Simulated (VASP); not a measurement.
# MoS2 (P-3m1) in VASP: single point with r2SCAN+D4

Aim: the single point of MoS2 with r2SCAN+D4.

Program: VASP 6.6.1. These are calculated values, not measurements. Logs are shortened: lines on timing, memory, paths and dates and some standing lists are left out, and cuts for length are marked.

**1. The structure**

The structure is trigonal, space group P-3m1 (No. 164). Conventional cell: a = 3.227 Å, b = 3.227 Å, c = 6.312 Å, α = 90.00°, β = 90.00°, γ = 120.00°. Around Mo (site symmetry -3m) lie 6 S at 2.42 Å. Around S (site symmetry 3m) lie 3 Mo at 2.42 Å.

Measurements of this composition are mostly on another form, of space group No. 194.

**2. Single point, r2SCAN+D4**

Contents of POSCAR:

```
MoS2
1.0
    3.2274650000      0.0000000000      0.0000000000
   -1.6137320000      2.7950660000      0.0000000000
    0.0000000000      0.0000000000      6.3124730000
Mo S
1 2
Direct
    0.0000000000      0.0000000000      0.5000000000
    0.3333333333      0.6666666667      0.2553190000
    0.6666666667      0.3333333333      0.7446810000
```

Contents of INCAR.step1:

```
ALGO = Normal ; EDIFF = 1E-4
ENCUT = 520 ; GGA = PE
ISMEAR = 0 ; LASPH = T
LCHARG = F ; LREAL = F
LWAVE = T ; NBANDS = 20
NELM = 100 ; PREC = Accurate
SIGMA = 0.1
```

Contents of INCAR.step2:

```
ALGO = Normal ; EDIFF = 1E-7
ENCUT = 520 ; ISIF = 2
ISMEAR = 0 ; ISTART = 1
IVDW = 13 ; LASPH = T
LCHARG = F ; LMIXTAU = T
LREAL = F ; LWAVE = F
METAGGA = R2SCAN ; NBANDS = 20
NELM = 100 ; PREC = Accurate
SIGMA = 0.1 ; VDW_A1 = 0.51559235
VDW_A2 = 5.77342911 ; VDW_S6 = 1.0
VDW_S8 = 0.6018749
```

Contents of KPOINTS:

```
k-points
0
Gamma
  8 8 4
```

Potentials or basis: VASP PAW PBE potentials, release 64 (Mo_sv, S).

Run with:

```sh
cat potpaw_PBE.64/Mo_sv/POTCAR potpaw_PBE.64/S/POTCAR > POTCAR
cp INCAR.step1 INCAR
mpirun -np 1 vasp_std > vasp.out
cp INCAR.step2 INCAR
mpirun -np 1 vasp_std > vasp.out
```

OUTCAR:

```text
EDIFF = 1E-7
   ENCUT = 520
   ISIF = 2
   ISMEAR = 0
   ISTART = 1
   IVDW = 13
   LASPH = T
   LREAL = F
   METAGGA = R2SCAN
   NELM = 100
   PREC = Accurate

 ion  position               nearest neighbor table
   1  0.000  0.000  0.500-   2 2.42   3 2.42   3 2.42   2 2.42   3 2.42   2 2.42
   2  0.333  0.667  0.255-   1 2.42   1 2.42   1 2.42
   3  0.667  0.333  0.745-   1 2.42   1 2.42   1 2.42

  LATTYP: Found a hexagonal cell.
 ALAT       =     3.2274650000
 C/A-ratio  =     1.9558610241

  Lattice vectors:

 A1 = (   3.2274650000,   0.0000000000,   0.0000000000)
 A2 = (  -1.6137320000,   2.7950660000,   0.0000000000)
 A3 = (   0.0000000000,   0.0000000000,   6.3124730000)

Analysis of symmetry for initial positions (statically):
=====================================================================
 Subroutine PRICEL returns:
 Original cell was already a primitive cell.

 Routine SETGRP: Setting up the symmetry group for a
 hexagonal supercell.

 Subroutine GETGRP returns: Found 12 space group operations
 (whereof 12 operations were pure point group operations)
 out of a pool of 24 trial point group operations.

The static configuration has the point symmetry D_3d.

Analysis of symmetry for dynamics (positions and initial velocities):
=====================================================================
 Subroutine PRICEL returns:
 Original cell was already a primitive cell.

 Routine SETGRP: Setting up the symmetry group for a
 hexagonal supercell.

 Subroutine GETGRP returns: Found 12 space group operations
 (whereof 12 operations were pure point group operations)
 out of a pool of 24 trial point group operations.

The dynamic configuration has the point symmetry D_3d.

 Subroutine INISYM returns: Found 12 space group operations
 (whereof 12 operations are pure point group operations),
 and found     1 'primitive' translations

----------------------------------------------------------------------------------------

                                     Primitive cell

  volume of cell :      56.9447

  direct lattice vectors                    reciprocal lattice vectors
     3.227465000  0.000000000  0.000000000     0.309840695  0.178886597  0.000000000
    -1.613732000  2.795066000  0.000000000     0.000000000  0.357773305  0.000000000
     0.000000000  0.000000000  6.312473000     0.000000000  0.000000000  0.158416519

  length of vectors
     3.227465000  3.227464161  6.312473000     0.357773212  0.357773305  0.158416519

  position of ions in fractional coordinates (direct lattice)
     0.000000000  0.000000000  0.500000000
     0.333333333  0.666666667  0.255319000
     0.666666667  0.333333333  0.744681000

  ion indices of the primitive-cell ions
   primitive index   ion index
                 1           1
                 2           2
                 3           3

----------------------------------------------------------------------------------------

 KPOINTS: k-points

Automatic generation of k-mesh.
 Grid dimensions read from file:
 generate k-points for:    8    8    4

 Generating k-lattice:

  Cartesian coordinates                     Fractional coordinates (reciprocal lattice)
     0.038730087  0.022360825  0.000000000     0.125000000 -0.000000000  0.000000000
     0.000000000  0.044721663  0.000000000     0.000000000  0.125000000  0.000000000
     0.000000000  0.000000000  0.039604130     0.000000000  0.000000000  0.250000000

  Length of vectors
     0.044721651  0.044721663  0.039604130

  Shift w.r.t. Gamma in fractional coordinates (k-lattice)
     0.000000000  0.000000000  0.000000000

 Subroutine IBZKPT returns following result:
 ===========================================

 Found     35 irreducible k-points:

 Following reciprocal coordinates:
            Coordinates               Weight
  0.000000  0.000000  0.000000      1.000000
  0.125000 -0.000000  0.000000      6.000000
  0.250000 -0.000000  0.000000      6.000000
  0.375000 -0.000000  0.000000      6.000000
  0.500000 -0.000000  0.000000      3.000000
  0.125000  0.125000  0.000000      6.000000
[... 16 lines left out ...]
 -0.125000  0.500000  0.250000     12.000000
  0.250000  0.250000  0.250000     12.000000
 [... further k-points ...]
   k-points           NKPTS =     35   k-points in BZ     NKDIM =     35   number of bands    NBANDS=     20
   number of dos      NEDOS =    301   number of ions     NIONS =      3
   total plane-waves  NPLWV =  27648
   dimension x,y,z NGX =    24 NGY =   24 NGZ =   48
   dimension x,y,z NGXF=    48 NGYF=   48 NGZF=   96
   ions per type =               1   2
   NGX,Y,Z   is equivalent  to a cutoff of  12.36, 12.36, 12.64 a.u.
   NGXF,Y,Z  is equivalent  to a cutoff of  24.72, 24.72, 25.28 a.u.
 SYSTEM =  unknown system
   PREC   = accura    normal or accurate (medium, high low for compatibility)
   ISTART =      1    job   : 0-new  1-cont  2-samecut
   ICHARG =      0    charge: 1-file 2-atom 10-const
   ISPIN  =      1    spin polarized calculation?
   LNONCOLLINEAR =      F non collinear calculations
   LSORBIT =      F    spin-orbit coupling
   LASPH  =      T    aspherical Exc in radial PAW
   ENCUT  =  520.0 eV  38.22 Ry    6.18 a.u.   6.00  6.00 11.74*2*pi/ulx,y,z
   NELM   =    100;   NELMIN=  2; NELMDL=  0     # of ELM steps
   EDIFF  = 0.1E-06   stopping-criterion for ELM
   LREAL  =      F    real-space projection
   EDIFFG = 0.1E-05   stopping-criterion for IOM
   NSW    =      0    number of steps for IOM
   IBRION =     -1    ionic relax: 0-MD 1-quasi-New 2-CG
   NFREE  =      0    steps in history (QN), initial steepest desc. (CG)
   ISIF   =      2    stress and relaxation
   ISYM   =      2    0-nonsym 1-usesym 2-fastsym
   POTIM  = 0.5000    time-step for ionic-motion
   TEBEG  =    0.0;   TEEND  =   0.0 temperature during run
   PSTRESS=    0.0 pullay stress
   NELECT =      26.0000    total number of electrons
   NUPDOWN=      -1.0000    fix difference up-down
   EMIN   =  10.00;   EMAX   =-10.00  energy-range for DOS
   EFERMI =   0.00;   METHOD = LEGACY
   ISMEAR =     0;   SIGMA  =   0.10  broadening in eV -4-tet -1-fermi 0-gaus
   EFERMI_NEDOS =   21; number of points for ismear=-14 and -15
   IALGO  =     38    algorithm
   IMIX   =      4    mixing-type and parameters
     AMIX     =   0.40;   BMIX     =  1.00
     AMIX_MAG =   1.60;   BMIX_MAG =  1.00
  volume/ion in A,a.u.               =      18.98       128.09
  Fermi-wavevector in a.u.,A,eV,Ry     =   1.260612  2.382212 21.621611  1.589144
  Thomas-Fermi vector in A             =   2.394113
   LORBIT       =      0    0 simple, 1 ext, 2 COOP (PROOUT), +10 PAW based schemes
   METAGGA = R2SCAN    functional components
   LHFCALC =     F    Hartree Fock is set to
   AEXX    =    0.0000 exact exchange contribution
   IVDW    =    13    specifies the selected vdW correction
   LEPSILON=     F    determine dielectric tensor
   LRPA    =     F    only Hartree local field effects (RPA)
 non-spin polarized calculation
 Gauss-broadening in eV      SIGMA  =   0.10
  energy-cutoff  :      520.00
  volume of cell :       56.94
 maximum number of plane-waves:      1552
   NGX = 13   NGY = 13   NGZ = 23

 number of electron      26.0000001 magnetization

 Free energy of the ion-electron system (eV)
  ---------------------------------------------------
  ext. energy  EPLUGINS =         0.00000000
  ---------------------------------------------------
  free energy    TOTEN  =       -44.14967787 eV

  energy without entropy =      -44.14201361  energy(sigma->0) =      -44.14584574

 E-fermi :   6.8630     XC(G=0): -11.1003

 val. band max:        6.8477279477   @ k =   0.3750   0.2500   0.2500
 cond. band min:       6.8691894089   @ k =   0.1250  -0.0000   0.0000
 fundamental gap:      0.0214614612
 Fermi energy:         6.8630022277

 k-point     1 :       0.0000    0.0000    0.0000
  band No.  band energies     occupation
      1     -56.9535      2.00000
      2     -30.2538      2.00000
      3     -30.2262      2.00000
      4     -30.2262      2.00000
      5      -8.7333      2.00000
      6      -7.2278      2.00000
[... 12 lines left out ...]
     19      13.7104      0.00000
     20      16.8989      0.00000

 k-point     2 :       0.1250   -0.0000    0.0000
  band No.  band energies     occupation
      1     -56.9485      2.00000
      2     -30.2779      2.00000
      3     -30.2433      2.00000
      4     -30.2381      2.00000
      5      -8.4918      2.00000
      6      -7.1808      2.00000
[... 12 lines left out ...]
     19      14.5040      0.00000
     20      16.4285      0.00000

 k-point     3 :       0.2500   -0.0000    0.0000
  band No.  band energies     occupation
      1     -56.9363      2.00000
      2     -30.4008      2.00000
      3     -30.2665      2.00000
      4     -30.2178      2.00000
      5      -7.8571      2.00000
      6      -7.0510      2.00000
[... 12 lines left out ...]
     19      15.0095      0.00000
     20      15.6165      0.00000

 k-point     4 :       0.3750   -0.0000    0.0000
  band No.  band energies     occupation
      1     -56.9241      2.00000
      2     -30.5215      2.00000
      3     -30.2948      2.00000
      4     -30.1921      2.00000
      5      -7.2424      2.00000
      6      -6.7438      2.00000
[... 12 lines left out ...]
     19      14.1395      0.00000
     20      15.1706      0.00000

 k-point     5 :       0.5000   -0.0000    0.0000
  band No.  band energies     occupation
      1     -56.9191      2.00000
      2     -30.5708      2.00000
      3     -30.3064      2.00000
      4     -30.1815      2.00000
      5      -7.1106      2.00000
      6      -6.4076      2.00000
[... 12 lines left out ...]
     19      14.1776      0.00000
     20      15.6798      0.00000
[... 353 lines left out ...]
      6      -7.0404      2.00000
[... 12 lines left out ...]
     19      15.1930      0.00000
     20      15.8244      0.00000

 k-point    22 :       0.3750    0.1250    0.2500
  band No.  band energies     occupation
      1     -56.9191      2.00000
      2     -30.5436      2.00000
      3     -30.3347      2.00000
      4     -30.1816      2.00000
      5      -7.0702      2.00000
      6      -6.4579      2.00000
[... 12 lines left out ...]
     19      14.2907      0.00000
     20      15.5940      0.00000

 k-point    23 :      -0.1250    0.5000    0.2500
  band No.  band energies     occupation
      1     -56.9191      2.00000
      2     -30.5436      2.00000
      3     -30.3346      2.00000
      4     -30.1816      2.00000
      5      -7.0211      2.00000
      6      -6.5231      2.00000
[... 12 lines left out ...]
     19      14.3394      0.00000
     20      15.6573      0.00000

 k-point    24 :       0.2500    0.2500    0.2500
  band No.  band energies     occupation
      1     -56.9191      2.00000
      2     -30.5056      2.00000
      3     -30.3737      2.00000
      4     -30.1816      2.00000
      5      -6.8590      2.00000
      6      -6.7067      2.00000
[... 12 lines left out ...]
     19      14.6344      0.00000
     20      16.1314      0.00000

 [... further k-points ...]

------------------------ aborting loop because EDIFF is reached ----------------------------------------

  DFT-D4 for vdW energy calculation

  Edisp (eV):   -0.44002

  FORCE on cell =-STRESS in cart. coord.  units (eV):
  Direction    XX          YY          ZZ          XY          YZ          ZX
  --------------------------------------------------------------------------------------
  -------------------------------------------------------------------------------------
  Total      -0.39100    -0.39100    -0.37091    -0.00000     0.00000     0.00000
  in kB     -11.00105   -11.00104   -10.43573    -0.00000     0.00000     0.00000
  external pressure =      -10.81 kB  Pullay stress =        0.00 kB

 VOLUME and BASIS-vectors are now :
 -----------------------------------------------------------------------------
  energy-cutoff  :      520.00
  volume of cell :       56.94
      direct lattice vectors                 reciprocal lattice vectors
     3.227465000  0.000000000  0.000000000     0.309840695  0.178886597  0.000000000
    -1.613732000  2.795066000  0.000000000     0.000000000  0.357773305  0.000000000
     0.000000000  0.000000000  6.312473000     0.000000000  0.000000000  0.158416519

 POSITION                                       TOTAL-FORCE (eV/Angst)
 -----------------------------------------------------------------------------------
      0.00000      0.00000      3.15624        -0.000000      0.000000      0.000000
      0.00000      1.86338      1.61169         0.000000      0.000000     -0.073920
      1.61373      0.93169      4.70078         0.000000     -0.000000      0.073920
 -----------------------------------------------------------------------------------
    total drift:                                0.000000      0.000000      0.000000

  FREE ENERGIE OF THE ION-ELECTRON SYSTEM (eV)
  ---------------------------------------------------
  free  energy   TOTEN  =       -44.5897005922 eV

  energy  without entropy=      -44.5820363410  energy(sigma->0) =      -44.58586847
```

Run time: 100 s. Hardware: 1 thread of Intel Xeon Platinum 8259CL at 2.50GHz (Skylake/Cascade Lake), shared host; peak memory 0.19 GiB.

What came out:

```yaml
Free_energy: -44.5897 eV
Pressure: -1.1 GPa
Largest_force: 0.074 eV/Å
Band_gap_on_the_k_mesh: none (metal or under the smearing width)
Dispersion_energy_per_atom: -0.147 eV
```

Forces in eV/Å, atoms in the order of the input:
```
Mo   0.000  0.000  0.000
S    0.000  0.000 -0.074
S    0.000  0.000  0.074
```

Caveat: the PAW data sets were made with another functional, which shifts forces and pressure a little.
